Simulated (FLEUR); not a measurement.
LiH: band structure with PBEsol

The system is LiH.

```
Li H
1.0
     0.00000    2.03675    2.03675
     2.03675    0.00000    2.03675
     2.03675    2.03675    0.00000
Li H
1 1
Cartesian
  0.0000 0.0000 0.0000
  2.0368 2.0368 2.0368
```

| Quantity | Value |
| --- | --- |
| Program | FLEUR MaX-R8.1 (later development tree) |
| Task | band structure |
| Functional | PBEsol |
| Potentials or basis | all-electron |
| Basis | FLAPW |
| Kmax | 4.1 1/bohr |
| k mesh | 11 × 11 × 11 |
| Occupations | fermi-dirac, width 0.05 eV |
| Spin | no spin polarisation |
| Gmax | 13.5 1/bohr |
| Muffin-tin radii | Li 2.02, H 1.55 bohr |
| lmax | Li 8, H 8 |
| lnonsphr | Li 8, H 8 |
| Local orbitals a species | Li 3, H 2 |
| Max iterations | 60 |
| Mixing factor | 0.05 |
| Mixer | Anderson |
| Mixer history | 15 |
| Density convergence | 1e-05 me/bohr^3 |

* Band gap on the k mesh: 2.98 eV, direct
* Band gap along the path: 2.79 eV, direct
* Valence electrons inside the program's atomic spheres: Li 2.27; H 0.89 (radii Li 2.02, H 1.55 bohr)

Levels at the corners of the path, in eV from the valence-band top:
```csv
point,band 1,band 2,band 3,band 4,band 5
Γ,-43.78,-5.36,15.48,17.29,17.29
X,-43.72,0.00,2.79,10.40,10.40
W,-43.72,-0.21,5.00,5.00,11.22
K,-43.73,-0.49,3.90,7.21,11.50
Γ,-43.78,-5.36,15.48,17.29,17.29
L,-43.74,-2.56,4.57,13.17,15.90
U,-43.73,-0.49,3.90,7.21,11.50
W,-43.72,-0.21,5.00,5.00,11.22
L,-43.74,-2.56,4.57,13.17,15.90
K,-43.73,-0.49,3.90,7.21,11.50
U,-43.73,-0.49,3.90,7.21,11.50
X,-43.72,0.00,2.79,10.40,10.40
```

Wall time 8.4 s on 1 thread of Intel(R) Xeon(R) 6975P-C (Granite Rapids), on a shared host, peak memory 0.05 GiB.

Caveat: the mesh misses the band edges, which the band path finds closer together. A hybrid or GW would open this gap; PBEsol tends to underestimate it.
